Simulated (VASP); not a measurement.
# SiC (F-43m) in VASP: Born charges and dielectric tensor with LDA

Aim: the Born charges and dielectric tensor of SiC with LDA.

Program: VASP 6.6.1. These are calculated values, not measurements. Logs are shortened: lines on timing, memory, paths and dates and some standing lists are left out, and cuts for length are marked.

**What was measured.**

From “Insight into the structural, elastic and electronic properties of a new orthorhombic 6O-SiC polytype”, 2020, pmc:7200658, for a bulk crystal of SiC: band gap 2.4 eV (indirect).

“Infrared properties of SiC particles”, 1999, arxiv:astro-ph/9903031 quotes, for a bulk crystal of SiC: high-frequency dielectric constant 6.49.

How close the calculation comes is told below.

## Step 1: The crystal as given

It takes space group F-43m (No. 216, cubic). Conventional cell: a = 4.398 Å, b = 4.398 Å, c = 4.398 Å, α = 90.00°, β = 90.00°, γ = 90.00°. Si (site symmetry -43m) has 4 C at 1.90 Å as nearest neighbours. Around C (site symmetry -43m) lie 4 Si at 1.90 Å.

The cell is a database's computed one.

## Step 2: Born charges and dielectric tensor, LDA

INCAR reads:

```
PREC = Accurate
ENCUT = 600
EDIFF = 1E-8
ISMEAR = 0
SIGMA = 0.02
LREAL = F
LASPH = T
NELM = 100
ALGO = Fast
ISIF = 2
LWAVE = F
LCHARG = F
GGA = CA
LEPSILON = T
IBRION = 8
NSW = 1
```

KPOINTS reads:

```
Automatic mesh
0
Gamma
  10 10 10
```

POSCAR reads:

```
SiC
1.0
    0.0000000000      2.1988100000      2.1988100000
    2.1988100000      0.0000000000      2.1988100000
    2.1988100000      2.1988100000      0.0000000000
Si C
1 1
Direct
    0.7500000000      0.7500000000      0.7500000000
    0.0000000000      0.0000000000      0.0000000000
```

Potentials or basis: VASP PAW LDA potentials, release 64 (Si, C).

Started as:

```sh
$ cat potpaw_LDA.64/Si/POTCAR potpaw_LDA.64/C/POTCAR > POTCAR
$ mpirun -np 1 vasp_std > vasp.out
```

OUTCAR:

```text
PREC = Accurate
   ENCUT = 600
   EDIFF = 1E-8
   ISMEAR = 0
   LREAL = F
   LASPH = T
   NELM = 100
   ISIF = 2
   GGA = CA
   LEPSILON = T
   IBRION = 8
   NSW = 1

 ion  position               nearest neighbor table
   1  0.750  0.750  0.750-   2 1.90   2 1.90   2 1.90   2 1.90
   2  0.000  0.000  0.000-   1 1.90   1 1.90   1 1.90   1 1.90

  LATTYP: Found a face centered cubic cell.
 ALAT       =     4.3976200000

  Lattice vectors:

 A1 = (   0.0000000000,   2.1988100000,   2.1988100000)
 A2 = (   2.1988100000,   0.0000000000,   2.1988100000)
 A3 = (   2.1988100000,   2.1988100000,   0.0000000000)

Analysis of symmetry for initial positions (statically):
=====================================================================
 Subroutine PRICEL returns:
 Original cell was already a primitive cell.

 Routine SETGRP: Setting up the symmetry group for a
 face centered cubic supercell.

 Subroutine GETGRP returns: Found 24 space group operations
 (whereof 24 operations were pure point group operations)
 out of a pool of 48 trial point group operations.

The static configuration has the point symmetry T_d .

Analysis of symmetry for dynamics (positions and initial velocities):
=====================================================================
 Subroutine PRICEL returns:
 Original cell was already a primitive cell.

 Routine SETGRP: Setting up the symmetry group for a
 face centered cubic supercell.

 Subroutine GETGRP returns: Found 24 space group operations
 (whereof 24 operations were pure point group operations)
 out of a pool of 48 trial point group operations.

The dynamic configuration has the point symmetry T_d .

 Subroutine INISYM returns: Found 24 space group operations
 (whereof 24 operations are pure point group operations),
 and found     1 'primitive' translations

----------------------------------------------------------------------------------------

                                     Primitive cell

  volume of cell :      21.2615

  direct lattice vectors                    reciprocal lattice vectors
     0.000000000  2.198810000  2.198810000    -0.227395728  0.227395728  0.227395728
     2.198810000  0.000000000  2.198810000     0.227395728 -0.227395728  0.227395728
     2.198810000  2.198810000  0.000000000     0.227395728  0.227395728 -0.227395728

  length of vectors
     3.109586923  3.109586923  3.109586923     0.393860954  0.393860954  0.393860954

  position of ions in fractional coordinates (direct lattice)
     0.750000000  0.750000000  0.750000000
     0.000000000  0.000000000  0.000000000

  ion indices of the primitive-cell ions
   primitive index   ion index
                 1           1
                 2           2

----------------------------------------------------------------------------------------

 KPOINTS: Automatic mesh

Automatic generation of k-mesh.
 Grid dimensions read from file:
 generate k-points for:   10   10   10

 Generating k-lattice:

  Cartesian coordinates                     Fractional coordinates (reciprocal lattice)
    -0.022739573  0.022739573  0.022739573     0.100000000  0.000000000  0.000000000
     0.022739573 -0.022739573  0.022739573     0.000000000  0.100000000  0.000000000
     0.022739573  0.022739573 -0.022739573     0.000000000  0.000000000  0.100000000

  Length of vectors
     0.039386095  0.039386095  0.039386095

  Shift w.r.t. Gamma in fractional coordinates (k-lattice)
     0.000000000  0.000000000  0.000000000

 Subroutine IBZKPT returns following result:
 ===========================================

 Found     47 irreducible k-points:

 Following reciprocal coordinates:
            Coordinates               Weight
  0.000000  0.000000  0.000000      1.000000
  0.100000  0.000000  0.000000      8.000000
[... 370 lines left out ...]
      direct lattice vectors                 reciprocal lattice vectors
     0.000000000  2.198810000  2.198810000    -0.227395728  0.227395728  0.227395728
     2.198810000  0.000000000  2.198810000     0.227395728 -0.227395728  0.227395728
     2.198810000  2.198810000  0.000000000     0.227395728  0.227395728 -0.227395728

 POSITION                                       TOTAL-FORCE (eV/Angst)
 -----------------------------------------------------------------------------------
      3.29821      3.29821      3.29821        -0.000000      0.000000     -0.000000
      0.00000      0.00000      0.00000         0.000000     -0.000000      0.000000
 -----------------------------------------------------------------------------------
    total drift:                               -0.000000     -0.000000     -0.000000

  FREE ENERGIE OF THE ION-ELECTRON SYSTEM (eV)
  ---------------------------------------------------
  free  energy   TOTEN  =       -16.6157988492 eV

  energy  without entropy=      -16.6157988492  energy(sigma->0) =      -16.61579885

 HEAD OF MICROSCOPIC STATIC DIELECTRIC TENSOR (INDEPENDENT PARTICLE, excluding Hartree and local field effects)
 ------------------------------------------------------
           7.426340     0.000000     0.000000
          -0.000000     7.426340     0.000000
          -0.000000    -0.000000     7.426340
 ------------------------------------------------------

 Free energy of the ion-electron system (eV)
  ---------------------------------------------------
  ---------------------------------------------------
  free energy    TOTEN  =        -0.37970260 eV

  energy without entropy =       -0.37970260

------------------------ aborting loop because EDIFF is reached ----------------------------------------

--------------------------------------- Ionic step        2  -------------------------------------------

------------------------ aborting loop because EDIFF is reached ----------------------------------------

--------------------------------------- Ionic step        3  -------------------------------------------

------------------------ aborting loop because EDIFF is reached ----------------------------------------

 PIEZOELECTRIC TENSOR FIELD DIRECTION 3  (e Angst)
 -----------------------------------------------------------------------------
    -0.00062 -1.28566  0.00000           ( -0.00000 -0.05614  0.00000)
    -1.28566 -0.00062  0.00000           ( -0.05614 -0.00000  0.00000)
     0.00000  0.00000  0.00075           (  0.00000  0.00000 -0.00000)

 PIEZOELECTRIC TENSOR FIELD DIRECTION 3  (C/m^2)
 -----------------------------------------------------------------------------
    -0.00047 -0.96882  0.00000
    -0.96882 -0.00047  0.00000
     0.00000  0.00000  0.00057

--------------------------------------- Ionic step        4  -------------------------------------------

------------------------ aborting loop because EDIFF is reached ----------------------------------------

[... ionic steps 5 to 6 ...]

--------------------------------------- Ionic step        7  -------------------------------------------

 Free energy of the ion-electron system (eV)
  ---------------------------------------------------
  ---------------------------------------------------
  free energy    TOTEN  =        -0.12300301 eV

  energy without entropy =       -0.12300301

------------------------ aborting loop because EDIFF is reached ----------------------------------------

 INTERNAL STRAIN TENSOR  FOR ION    2  DIRECTION 1   (eV/Angst):
 -----------------------------------------------------------------------------
    -0.00799  0.00000  0.00000
     0.00000  0.00340 -6.23864
     0.00000 -6.23864  0.00340

 MACROSCOPIC STATIC DIELECTRIC TENSOR (including local field effects in DFT)
 ------------------------------------------------------
           7.096954    -0.000000    -0.000000
          -0.000000     7.096954    -0.000000
          -0.000000     0.000000     7.096954
 ------------------------------------------------------

 PIEZOELECTRIC TENSOR (including local field effects)  for field in x, y, z        (e  Angst)
          XX          YY          ZZ          XY          YZ          ZX
  --------------------------------------------------------------------------------
  x     0.00000     0.00000    -0.00000     0.00000    -1.28288     0.00000
  y     0.00000    -0.00000     0.00000     0.00000     0.00000    -1.28288
  z     0.00000     0.00000    -0.00000    -1.28288     0.00000     0.00000

 PIEZOELECTRIC TENSOR (including local field effects)  for field in x, y, z        (C/m^2)
          XX          YY          ZZ          XY          YZ          ZX
  --------------------------------------------------------------------------------
  x     0.00000     0.00000    -0.00000     0.00000    -0.96673     0.00000
  y     0.00000    -0.00000     0.00000     0.00000     0.00000    -0.96673
  z     0.00000     0.00000    -0.00000    -0.96673     0.00000     0.00000

 BORN EFFECTIVE CHARGES (including local field effects) (in |e|, cummulative output)
 ---------------------------------------------------------------------------------
 ion    1
    1     2.68120    -0.00000    -0.00000
    2    -0.00000     2.68120    -0.00000
    3     0.00000    -0.00000     2.68120
 ion    2
    1    -2.68120     0.00000     0.00000
    2     0.00000    -2.68120     0.00000
    3     0.00000     0.00000    -2.68120

 INTERNAL STRAIN TENSOR FOR ION    2 for displacements in x,y,z  (eV/Angst):
          X           Y           Z          XY          YZ          ZX
  --------------------------------------------------------------------------------
  x    -0.00000     0.00000     0.00000     0.00000    -6.23864     0.00000
  y     0.00000    -0.00000     0.00000     0.00000     0.00000    -6.23864
  z     0.00000     0.00000    -0.00000    -6.23864     0.00000     0.00000

 SECOND DERIVATIVES (NOT SYMMETRIZED)
 ------------------------------------
               1X          1Y          1Z          2X          2Y          2Z
  1X   -17.698750    0.000000    0.000000   17.698750    0.000000    0.000000
  1Y     0.000000  -17.698750    0.000000    0.000000   17.698750    0.000000
  1Z     0.000000    0.000000  -17.698750    0.000000    0.000000   17.698750
  2X    17.698262    0.000000    0.000000  -17.698262    0.000000    0.000000
  2Y     0.000000   17.698262    0.000000    0.000000  -17.698262    0.000000
  2Z     0.000000    0.000000   17.698262    0.000000    0.000000  -17.698262

 Eigenvectors and eigenvalues of the dynamical matrix
 ----------------------------------------------------

   1 f  =   22.674700 THz   142.469343 2PiTHz  756.346586 cm-1    93.774983 meV
             X         Y         Z           dx          dy          dz
      3.298215  3.298215  3.298215     0.000000    0.547322   -0.000000
      0.000000  0.000000  0.000000    -0.000000   -0.836922    0.000000
[... 21 lines left out ...]
   6 f/i=    0.000143 THz     0.000899 2PiTHz    0.004774 cm-1     0.000592 meV
             X         Y         Z           dx          dy          dz
      3.298215  3.298215  3.298215    -0.001264    0.174622   -0.818501
      0.000000  0.000000  0.000000    -0.000827    0.114198   -0.535276

--------------------------------------------------------------------------------------------------------

 MACROSCOPIC STATIC DIELECTRIC TENSOR IONIC CONTRIBUTION
 ------------------------------------------------------
           3.456972    -0.000000    -0.000000
          -0.000000     3.456972    -0.000000
          -0.000000    -0.000000     3.456972
 ------------------------------------------------------

 ELASTIC MODULI CONTR FROM IONIC RELAXATION (kBar)
 Direction    XX          YY          ZZ          XY          YZ          ZX
 --------------------------------------------------------------------------------
 XX          -0.0000      0.0000      0.0000      0.0000     -0.0000      0.0000
 YY           0.0000     -0.0000      0.0000      0.0000      0.0000     -0.0000
 ZZ           0.0000      0.0000     -0.0000     -0.0000      0.0000      0.0000
 XY           0.0000      0.0000     -0.0000   -147.4275      0.0000      0.0000
 YZ          -0.0000      0.0000      0.0000      0.0000   -147.4275      0.0000
 ZX           0.0000     -0.0000      0.0000      0.0000      0.0000   -147.4275
 --------------------------------------------------------------------------------

 PIEZOELECTRIC TENSOR IONIC CONTR  for field in x, y, z        (C/m^2)
          XX          YY          ZZ          XY          YZ          ZX
  --------------------------------------------------------------------------------
  x     0.00000    -0.00000    -0.00000    -0.00000     0.67175    -0.00000
  y    -0.00000     0.00000    -0.00000    -0.00000    -0.00000     0.67175
  z     0.00000    -0.00000     0.00000     0.67175     0.00000    -0.00000
```

It took 3.7 min on 1 thread of AMD EPYC 9R14 (Zen 4), shared host; peak memory 0.19 GiB.

Results:

* Band gap on the k mesh: 1.33 eV, indirect (least direct gap 4.47 eV)
* Electronic dielectric tensor (diagonal): 7.10
* Born charges (mean of the diagonal): Si +2.68; C -2.68 e
* Highest phonon frequency at Γ, LO-TO splitting left out: 756 cm⁻¹

Phonon frequencies in cm⁻¹ (negative: imaginary):
```tsv
q point	frequencies
(0.000, 0.000, 0.000)	0 0 0 756 756 756
```

Electronic dielectric tensor:
```
7.10 0.00 0.00
0.00 7.10 0.00
0.00 0.00 7.10
```

Born effective charge tensors (e):
atom 1, Si
```
2.68 0.00 0.00
0.00 2.68 0.00
0.00 0.00 2.68
```
atom 2, C
```
-2.68  0.00  0.00
 0.00 -2.68  0.00
 0.00  0.00 -2.68
```

## Step 3: How close it comes

Step 2. A measured gap of SiC is 2.4 eV (indirect; quoted in “Insight into the structural, elastic and electronic properties of a new orthorhombic 6O-SiC polytype”, 2020, pmc:7200658); the calculated 1.33 eV misses it by -1.07 eV. The value is that of LDA on a finite k mesh, which can miss the band edges, without temperature or zero-point motion. Semilocal functionals fall short of measured gaps as a rule. The cell is a database's relaxed one, not the measured one, which moves gaps too. Against the measured high-frequency dielectric constant of SiC, 6.49 (quoted in “Infrared properties of SiC particles”, 1999, arxiv:astro-ph/9903031), the calculated 7.10 is off by +9.4 %.
